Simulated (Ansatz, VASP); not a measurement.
**Cl: VASP beside Ansatz**

```
Cl
1.0
     2.21151    0.00000    0.00000
     0.00000    2.21151    0.00000
     0.00000    0.00000    2.21151
Cl
1
Cartesian
  0.0000 0.0000 0.0000
```

Change from the starting cell: volume scaled by 0.5, PAW files.

Alike in both runs: task single point; functional PBEsol; k mesh 15 × 15 × 15; occupations fermi-dirac, width 0.08 eV; no spin polarisation.

```csv
,VASP,Ansatz
version,VASP 6.6.1,Ansatz 0.2.0
potentials or method,"VASP PAW PBE potentials, release 64 (Cl)","PAW with Ansatz's default frozen-core files, scalar-relativistic"
plane-wave cutoff (eV),520,420
valence electrons in the cell,7,7
```

```csv
,VASP,Ansatz,Ansatz less VASP
pressure (GPa),148.3,146.6,-1.67
```

The functional is the same, so the differences come from potentials, cutoffs and numerics.

Caveats: the cell as given lies far from equilibrium; so large a pressure means that the cell lies far from this level's equilibrium, or that cutoff or potentials fall short (VASP); the potentials were made for another functional, which shifts forces and pressure (VASP); an odd number of electrons without spin polarisation forces a metal; a magnetic or distorted state may lie lower.
